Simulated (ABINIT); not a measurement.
# Beyond one shot: BeTe (F-43m), part 3 of 3

Wanted: G0W0 and self-consistent gaps of BeTe (F-43m), with the cost of the cycles.

ABINIT 10.8.3; LDA and many-body steps on it, plane waves. Known limits of the many-body steps: not at the basis limit; exchange with frozen shells missing; no spin-orbit coupling; coarse k mesh.

So far. Step 11 (evGW, cycle 1): Against G0W0 in ABINIT (4×4×4 mesh, 38 bands, screening to 106.1 eV, Godby-Needs plasmon pole), the gap moves by +0.381 eV. Step 14 (evGW, cycle 2): Against the cycle before, the gap moves by +0.022 eV.

The database entry behind the starting cell differs from later determinations by our own check (an axis about 1.5 % short against later determinations), so it need not match the best structure at ambient conditions.

### Step 15. Screening, 4×4×4 mesh, 38 bands, screening to 106.1 eV

This step: RPA screening on LDA, plane waves, norm-conserving pseudopotentials.

The input, run.abi:

```
acell 3*1.0 Angstrom
rprim 
  0.000000000000 2.770000000000 2.770000000000
  2.770000000000 0.000000000000 2.770000000000
  2.770000000000 2.770000000000 -0.000000000000
ntypat 2
znucl 4 52
natom 2
typat 1 2
xred 
  0.000000000000 0.000000000000 0.000000000000
  0.250000000000 0.250000000000 0.250000000000
pp_dirpath "pseudos"
pseudos "Be.upf, Te.upf"
ecut 38
ngkpt 4 4 4
nshiftk 1
shiftk 0 0 0
kptopt 1
chksymbreak 0
istwfk *1
occopt 1
irdwfk 1
optdriver 3
nband 38
ecuteps 3.9
inclvkb 2
awtr 1
symchi 1
gwcalctyp 10
mbpt_sciss 1.900 eV
nqptdm 1
qptdm 
  0 0 0
indata_prefix "in"
outdata_prefix "out"
tmpdata_prefix "tmp"
```

On the command line:

```console
$ OMP_NUM_THREADS=1 mpirun -n 4 abinit run.abi > log
```

Numbers of over 12 decimals in the logs are rounded to 6 here.

The program printed:

```text
.Version 10.8.3 of ABINIT. v10.8.2 released Aug 2026.

 Symmetries : space group F-4 3 m (#216); Bravais cF (face-center cubic)
[... echo of the input left out ...]
== DATASET  1 ==================================================================
-   mpi_nproc: 4, omp_nthreads: 1 (-1 if OMP is not activated)

--- !DatasetInfo
iteration_state: {dtset: 1, }
dimensions: {natom: 2, nkpt: 8, mband: 38, nsppol: 1, nspinor: 1, nspden: 1, mpw: 3250, }
cutoff_energies: {ecut:  38.0, pawecutdg:  -1.0, }
[...]
[... chi0 elements left out ...]
 For q-point:  0.000010 0.000020 0.000030
  dielectric constant =   7.1506
  dielectric constant without local fields =   7.9389

  Average fulfillment of the sum rule on Im[epsilon] for q-point    1 :     46.25  [%]
[... wings left out ...]
== END DATASET(S) ==============================================================
================================================================================

 -outvars: echo values of variables after computation  --------
           etotal      0.0000000000E+00
            nband          38
             nkpt           8
          spgroup         216
 [... the other variables as echoed above ...]

 Calculation completed.
```

Elapsed: 4.1 s, on 4 MPI ranks of Arm Neoverse N1, shared host; peak memory 0.41 GiB; 16 s of CPU time.

This step gave:

```yaml
eps_infinity_with_local_fields_on_this_mesh_along_the_program_s_q_direction: 7.151
the_same_without_local_fields: 7.939
plasma_frequency: 25.47 eV
plane_waves_in_the_screening_matrix: 113
```

This screening uses the functional's bands under a rigid shift, the mean opening of the cycle before.

### Step 16. Screening, 4×4×4 mesh, 38 bands, screening to 106.1 eV

This step: RPA screening on LDA from quasiparticle energies, plane waves, norm-conserving pseudopotentials.

Changes to run.abi since step 15:

```diff
@@ -29,7 +29,13 @@
 symchi 1
+irdqps 1
 gwcalctyp 10
-mbpt_sciss 1.900 eV
-nqptdm 1
+nqptdm 7
 qptdm 
-  0 0 0
+  0.2500000000 0.0000000000 0.0000000000
+  0.5000000000 0.0000000000 0.0000000000
+  0.2500000000 0.2500000000 0.0000000000
+  0.5000000000 0.2500000000 0.0000000000
+  -0.2500000000 0.2500000000 0.0000000000
+  0.5000000000 0.5000000000 0.0000000000
+  -0.2500000000 0.5000000000 0.2500000000
 indata_prefix "in"
```

The input, mrgscr.stdin:

```
2
merged
q0_SCR
out_SCR
1
```

On the command line:

```console
$ OMP_NUM_THREADS=1 mpirun -n 4 abinit run.abi > log; mrgscr < mrgscr.stdin
```

The program printed:

```text
.Version 10.8.3 of ABINIT. v10.8.2 released Aug 2026.

 Symmetries : space group F-4 3 m (#216); Bravais cF (face-center cubic)
[... echo of the input left out ...]
== DATASET  1 ==================================================================
-   mpi_nproc: 4, omp_nthreads: 1 (-1 if OMP is not activated)

--- !DatasetInfo
iteration_state: {dtset: 1, }
dimensions: {natom: 2, nkpt: 8, mband: 38, nsppol: 1, nspinor: 1, nspden: 1, mpw: 3250, }
cutoff_energies: {ecut:  38.0, pawecutdg:  -1.0, }
[...]
q-point number  1        q = ( 0.250000, 0.000000, 0.000000) [r.l.u.]
--------------------------------------------------------------------------------
[... chi0 elements left out ...]
  Average fulfillment of the sum rule on Im[epsilon] for q-point    2 :     67.43  [%]

--------------------------------------------------------------------------------
  q-point number  2        q = ( 0.500000, 0.000000, 0.000000) [r.l.u.]
--------------------------------------------------------------------------------
[... chi0 elements left out ...]
  Average fulfillment of the sum rule on Im[epsilon] for q-point    3 :     57.15  [%]

 [... 5 further q-points ...]
```

The job ended after 11 s (4 MPI ranks; peak memory 0.46 GiB; 45 s of CPU time).

Numbers from this step:

- plasma frequency: 25.47 eV
- plane waves in the screening matrix: 113

This screening reads the quasiparticle levels of the cycle before.

### Step 17. evGW, cycle 3

This step: evGW on LDA, plane waves, norm-conserving pseudopotentials.

Changes to run.abi since step 16:

```diff
@@ -23,12 +23,10 @@
 irdwfk 1
-optdriver 3
+optdriver 4
 nband 38
-ecuteps 3.9
-inclvkb 2
-awtr 1
-symchi 1
-irdqps 1
 gwcalctyp 10
-nqptdm 7
-qptdm 
+ecutsigx 38
+symsigma 1
+nkptgw 8
+kptgw 
+  0.0000000000 0.0000000000 0.0000000000
   0.2500000000 0.0000000000 0.0000000000
@@ -40,2 +38,15 @@
   -0.2500000000 0.5000000000 0.2500000000
+bdgw 
+  1 14
+  1 14
+  1 14
+  1 14
+  1 14
+  1 14
+  1 14
+  1 14
+ecuteps 3.9
+irdscr 1
+ppmodel 1
+irdqps 1
 indata_prefix "in"
```

On the command line:

```console
$ OMP_NUM_THREADS=1 mpirun -n 4 abinit run.abi > log
```

The program printed:

```text
.Version 10.8.3 of ABINIT. v10.8.2 released Aug 2026.

 Symmetries : space group F-4 3 m (#216); Bravais cF (face-center cubic)
[... echo of the input left out ...]
== DATASET  1 ==================================================================
-   mpi_nproc: 4, omp_nthreads: 1 (-1 if OMP is not activated)

--- !DatasetInfo
iteration_state: {dtset: 1, }
dimensions: {natom: 2, nkpt: 8, mband: 38, nsppol: 1, nspinor: 1, nspden: 1, mpw: 3250, }
cutoff_energies: {ecut:  38.0, pawecutdg:  -1.0, }
[...]
.  kptgw no:  3; Maximum DeltaE = (   0.071   0.159) for band index:  5
[...]
.  kptgw no:  7; Maximum DeltaE = (   0.233   0.095) for band index:  5
.  kptgw no:  8; Maximum DeltaE = (  -0.029   0.178) for band index:  5

== END DATASET(S) ==============================================================
================================================================================

 -outvars: echo values of variables after computation  --------
           etotal      0.0000000000E+00
            nband          38
             nkpt           8
          spgroup         216
 [... the other variables as echoed above ...]

 Calculation completed.
```

Elapsed: 51 s, on 4 MPI ranks; peak memory 1.2 GiB.

This step gave:

```yaml
quasiparticle_gap_on_the_mesh: 3.443 eV
gap_of_the_density_functional_on_the_mesh: 1.775 eV
k_of_the_valence_top: 0, 0, 0
k_of_the_conduction_bottom: 0.5, 0.5, 0
least_direct_quasiparticle_gap_on_the_computed_points: 5.626 eV
```

Against the cycle before, the gap moves by +0.001 eV.

### Step 18. Side by side

Times are wall times on 4 MPI ranks of Arm Neoverse N1, shared host, good to a factor of about two. A run's time includes the screening step that it read.

```csv
run,mesh,bands,screening cutoff (eV),DFT gap (eV),gap on the mesh (eV),direct (eV),ε∞ used,time
G0W0,4×4×4,38,106.1,1.775,3.039,5.167,9.30,18 s
"evGW0, cycle 1",4×4×4,38,106.1,1.775,3.331,5.545,9.30,64 s
"evGW0, cycle 2",4×4×4,38,106.1,1.775,3.193,5.342,9.30,64 s
"evGW0, cycle 3",4×4×4,38,106.1,1.775,3.205,5.363,9.30,64 s
"evGW0, cycle 4",4×4×4,38,106.1,1.775,3.202,5.359,9.30,64 s
"evGW, cycle 1",4×4×4,38,106.1,1.775,3.420,5.602,7.39,67 s
"evGW, cycle 2",4×4×4,38,106.1,1.775,3.442,5.624,7.17,67 s
"evGW, cycle 3",4×4×4,38,106.1,1.775,3.443,5.626,7.15,67 s
```

### Step 19. What came out

| Quantity | Value |
| --- | --- |
| G0W0 | 3.039 eV |
| evGW0, cycle 1 | 3.331 eV |
| evGW0, cycle 2 | 3.193 eV |
| evGW0, cycle 3 | 3.205 eV |
| evGW0, cycle 4 | 3.202 eV |
| evGW, cycle 1 | 3.420 eV |
| evGW, cycle 2 | 3.442 eV |
| evGW, cycle 3 | 3.443 eV |
| known limits | not at the basis limit; exchange with frozen shells missing; no spin-orbit coupling; coarse k mesh |

**Reading.** Only the bands that the input lists are updated; the others, empty or deep, keep the functional's energies or take a rigid shift. The evGW loop starts from the last levels of evGW0, so its cycles and time come on top of those. evGW0 ends at 3.20 eV, +0.16 eV from G0W0, after 4 cycles that took 3.4 min beside the first screening; the last moved the gap by 0.003 eV. evGW ends at 3.44 eV, +0.40 eV from G0W0, after 3 cycles that took 3.4 min beside the first screening; the last moved the gap by 0.001 eV. The first cycle of evGW0 takes the full correction, without the factor Z, so it overshoots the one-shot value. Bands and cutoff are finite, so the gap is not at the basis limit. The miss can reach some tenths of an eV and take either sign; the mesh is an error of its own. The 4×4×4 mesh is coarse for this cell, which bears on the long-range parts of exchange and screening. The norm-conserving file of at least one element keeps a d shell over frozen s and p shells of the same row. Exchange with those shells is missing from the self-energy, an error of 0.3 to 0.9 eV in cases checked, whose sign depends on which edge lies on those atoms. In the updated screening the q = 0 part is built from Kohn-Sham bands under a rigid shift, the other q from the quasiparticle levels. The many-body steps are scalar-relativistic: spin-orbit coupling is not in them.

[Paths, hosts, dates, memory and timing lines, banners, echoed tables and standing remarks are left out of the program output.]

[Logs are printed without paths, hosts, clocks, repeated set-up lines and the standing remarks that a program may print on its own settings, such as how far it seeks lower states.]

[Runs of the session that timed out or met a known fault of the program may be left out.]

[Hosts, paths, dates, database ids (printed as entryN), source tags and the programs' standing remarks are cut or masked in the printed files.]

[G0W0 gaps are taken among the corrected bands and points alone; a level outside them can change the order at an edge.]

[Where Ansatz stands beside ABINIT at settings called matched, ABINIT's density can come from a denser mesh and the files from another edition; pairs whose starting gaps differed by over 0.03 eV were left out, so agreement reads better than it is.]
